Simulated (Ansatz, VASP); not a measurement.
## One calculation of Mg2Ge, two programs

Contents of INCAR:

```
PREC = Accurate
ENCUT = 520
EDIFF = 1E-7
ISMEAR = -1
SIGMA = 0.05
LREAL = F
LASPH = T
NELM = 60
ALGO = Normal
ISIF = 2
LWAVE = F
LCHARG = F
GGA = PS
NBANDS = 16
```

KPOINTS

```
regular mesh
0
Gamma
  7 7 7
```

Contents of POSCAR:

```
Mg2Ge
1.0
    0.0000000000      3.1239001007      3.1239001007
    3.1239001007      0.0000000000      3.1239001007
    3.1239001007      3.1239001007      0.0000000000
Ge Mg
1 2
Direct
    0.0000000000      0.0000000000      0.0000000000
    0.7500000000      0.7500000000      0.7500000000
    0.2500000000      0.2500000000      0.2500000000
```

Contents of input.yaml:

```yaml
crystal:
  lattice:
    - [0.0, 3.1239001007, 3.1239001007]
    - [3.1239001007, 0.0, 3.1239001007]
    - [3.1239001007, 3.1239001007, 0.0]
  atoms:
    - { symbol: Ge, position: [0.0, 0.0, 0.0] }
    - { symbol: Mg, position: [0.75, 0.75, 0.75] }
    - { symbol: Mg, position: [0.25, 0.25, 0.25] }
hamiltonian:
  xc: pbesol
  pseudopotentials: { kind: paw }
kpoints:
  mp_grid: { grid: [7, 7, 7] }
scf:
  occupations: { method: fermi_dirac, width: 0.05 }
output:
  forces: true
  stress: true
  eigenvalues: true
```

Change from the starting cell: volume scaled by 0.94.

Alike in both runs: task single point; functional PBEsol; k mesh 7 × 7 × 7; occupations fermi-dirac, width 0.05 eV; no spin polarisation.

|  | VASP | Ansatz |
| --- | --- | --- |
| version | VASP 6.6.1 | Ansatz 0.2.0 |
| potentials or method | VASP PAW PBE potentials, release 64 (Ge_d, Mg) | Ansatz PAW |
| plane-wave cutoff (eV) | 520 | 420 |
| valence electrons in the cell | 18 | 34 |

|  | VASP | Ansatz | Ansatz less VASP |
| --- | --- | --- | --- |
| gap on the k mesh at the Fermi level (eV) | 0.17 | 0.17 | +0.001 |
| least direct gap on the mesh (eV) | 1.35 | 1.35 | -0.007 |
| pressure (GPa) | 3.1 | 3.2 | +0.09 |

With one functional, cell and mesh, what is left measures potentials, basis and numerics. The two sets of potentials don't hold the same shells in valence.

Caveats: the PAW data sets were made with another functional, which shifts forces and pressure a little (VASP); an odd mesh through Γ misses points on the zone boundary, where band edges often lie (VASP); odd divisions of the mesh miss points on the zone boundary, where band edges often lie, so the gap on the mesh can be too wide (Ansatz); the PAW data sets come from PBE, with cores solved anew for the run's functional, which leaves a small shift of forces and pressure (Ansatz).
